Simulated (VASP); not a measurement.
Pb under changes of volume

One of the cells (33.066 Å³/atom); the others are scaled copies at fixed shape and fractional positions:

```
CELL_PARAMETERS angstrom
3.05873 -1.76191 0.00000
3.05873 1.76191 0.00000
-2.12947 0.00000 6.13559
ATOMIC_POSITIONS crystal
Pb 0.90851 0.90851 0.72629
Pb 0.09149 0.09149 0.27371
```

This isn't the form of Pb at room conditions, which is fcc.

* Program: VASP 6.6.1
* Functional: PBE
* Potentials or basis: VASP PAW PBE potentials, release 64 (Pb_d)
* Cutoff: 520 eV
* k mesh: 9 × 9 × 5
* Occupations: fermi-dirac, width 0.05 eV
* Spin: no spin polarisation

```tsv
volume (Å³/atom)	energy over the lowest point (meV/atom)	pressure (GPa)	largest force (eV/Å)
30.473	28.69	3.7	0.059
31.121	?	?	?
31.769	6.69	1.6	0.047
33.066	0.00	0.0	0.112
33.714	1.41	-0.8	0.142
34.363	5.54	-1.4	0.171
```

Task: What does the run at 31.121 Å³/atom give?

Result: Energy over the lowest point 15.56 meV/atom; pressure 2.6 GPa; largest force 0.032 eV/Å.

Worked out: A Birch-Murnaghan fit of order 3 (a polynomial in V^(-2/3)) to the other rows has its minimum at 33.08 Å³/atom with B0 = V·E''(V) = 38 GPa and B' = 4.8 at fixed shape and positions, which overstates the stiffness. It gives 15.55 meV/atom at 31.121 Å³/atom, against the run's 15.56, and -dE/dV = 2.7 GPa, against 2.6.

Energies are extrapolated to zero smearing.
